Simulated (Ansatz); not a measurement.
This was printed by a script on Ansatz 0.2.0 through its Python package, for an equation of state with a fit of TiO2, space group C2/c. What did the script look like? Level of theory (first run): PBEsol, PAW, cutoff 476 eV, 6×6×4 k-points, fixed occupations, D3BJATM dispersion.

```
Ti O
1.0
     2.70603   -2.70666    0.00000
     2.70603    2.70666    0.00000
    -2.63353    0.00000    4.79664
Ti O
2 4
Cartesian
  2.0477 1.9807 1.1992
  0.7309 -1.9807 3.5975
  -0.6205 -0.6563 3.2001
  3.3990 0.6563 1.5966
  2.0823 -0.6563 3.9949
  0.6963 0.6563 0.8018
```

`python eos_tio2.py` gives:
```text
V =  10.7738 A^3/atom  F = -1200.13039 eV/atom
V =  11.0861 A^3/atom  F = -1200.14061 eV/atom
V =  11.3984 A^3/atom  F = -1200.13788 eV/atom
V =  11.7107 A^3/atom  F = -1200.12397 eV/atom
V =  12.0230 A^3/atom  F = -1200.10039 eV/atom
V =  12.3352 A^3/atom  F = -1200.06849 eV/atom
V =  12.6475 A^3/atom  F = -1200.02942 eV/atom
Vinet fit: V0 = 11.1707 A^3/atom, B0 = 228.0 GPa, B1 = 4.21
largest residual 0.003 meV/atom
```

The script that was run (others could print the same):

`eos_tio2.py`
```python
"""Energy against volume for TiO2, with a fit."""

import warnings

import ansatz as az
import numpy as np
from scipy.optimize import curve_fit

vectors0 = np.array([
    [2.706034, -2.706655, 0.0],
    [2.706034, 2.706655, 0.0],
    [-2.633531, 0.0, 4.796637],
])
sites = [
    ("Ti", (0.13411, 0.86589, 0.25)),
    ("Ti", (0.86589, 0.13411, 0.75)),
    ("O", (0.331221, 0.088755, 0.667149)),
    ("O", (0.668779, 0.911245, 0.332851)),
    ("O", (0.911245, 0.668779, 0.832851)),
    ("O", (0.088755, 0.331221, 0.167149)),
]


def on_lattice(cell):
    crystal = az.Crystal(lattice=az.Lattice.of(cell))
    for symbol, position in sites:
        crystal = crystal.atom(symbol, position)
    return crystal

def vinet(v, e0, v0, b0, b1):
    eta = (v / v0) ** (1 / 3)
    return e0 + 2 * b0 * v0 / (b1 - 1) ** 2 * (2 - (5 + 3 * b1 * (eta - 1) - 3 * eta) * np.exp(-1.5 * (b1 - 1) * (eta - 1)))


def main() -> None:
    warnings.simplefilter("ignore", az.DeckWarning)

    # uniform scaling of the cell
    volumes, energies = [], []
    for scale in np.linspace(0.92, 1.08, 7):
        cell = vectors0 * scale ** (1 / 3)
        job = on_lattice(cell).calculation()
        job = job.basis(35 * az.Ry)
        job = job.functional(az.Functional.PBESOL, dispersion="d3bjatm")
        job = job.occupations("fixed").kpoints(6, 6, 4)
        rep = job.run().report
        volumes.append(abs(np.linalg.det(cell)) / len(sites))
        energies.append(rep["free_energy_ev"] / len(sites))
        print(f"V = {volumes[-1]:8.4f} A^3/atom  F = {energies[-1]:.5f} eV/atom")

    guess = (min(energies), volumes[int(np.argmin(energies))], 0.5, 4.5)
    (e0, v0, b0, b1), _ = curve_fit(vinet, np.array(volumes), np.array(energies), p0=guess, maxfev=20000)
    print(f"Vinet fit: V0 = {v0:.4f} A^3/atom, B0 = {160.21766 * b0:.1f} GPa, B1 = {b1:.2f}")
    print("largest residual", round(1000 * float(np.abs(vinet(np.array(volumes), e0, v0, b0, b1) - energies).max()), 3), "meV/atom")


if __name__ == "__main__":
    main()
```

A third-order Birch-Murnaghan fit through the 7 points (the script's own form differs a little) has its minimum at 11.17 Å³ an atom, 4.6 % below the typed cell, with a bulk modulus of 228 GPa and dB/dP = 4.3. From that minimum the energy rises by 10.7 meV an atom on the compressed side and 111.7 meV on the expanded side. The window is off centre, so dB/dP is rough.

Caveats:
- Total energies depend on the potentials; only differences at equal settings carry meaning.
- No spin polarisation was allowed.
- Shape and fractional positions are held along the curve, so the bulk modulus is an upper value where they are free to relax.
- The structure comes from a database of computed cells and needn't be a stable or known phase.
- Timing: 36 s on 1 thread of Arm Neoverse V2, with other jobs on the host, peak memory 0.49 GiB.
